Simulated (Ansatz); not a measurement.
## KZnF3 in Ansatz: the effect of functional

KZnF3:

```
Zn K F
1.0
     3.96732    0.00000    0.00000
     0.00000    3.96732    0.00000
     0.00000    0.00000    3.96732
Zn K F
1 1 3
Direct
  0.50000 0.50000 0.50000
  0.00000 0.00000 0.00000
  0.50000 0.00000 0.50000
  0.00000 0.50000 0.50000
  0.50000 0.50000 0.00000
```

The cell isn't the ideal one: volume scaled by 0.94.

Alike in all runs:

* Program: Ansatz 0.2.0
* Task: single point
* Potentials or basis: Ansatz PAW
* k mesh: 7 × 7 × 7
* Occupations: fermi-dirac, width 0.05 eV
* Spin: no spin polarisation

```tsv
functional	cutoff	gap on the mesh (eV)	pressure (GPa)
PBEsol	420 eV (not typed: the program's choice for these potentials)	?	?
LDA	420 eV (not typed: the program's choice for these potentials)	3.93	0.4
r2SCAN	500 eV (not typed: the program's choice for these potentials)	4.92	5.7
PBE	420 eV (not typed: the program's choice for these potentials)	4.15	11.0
```

Q: What does the run with functional PBEsol give?

A: gap on the mesh 4.00 eV; pressure 5.9 GPa.

Caveats: odd divisions of the mesh miss points on the zone boundary, where band edges often lie, so the gap on the mesh can be too wide; the PAW data sets come from PBE, with cores solved anew for the run's functional, which leaves a small shift of forces and pressure (some runs).

A k mesh can miss the band edges.
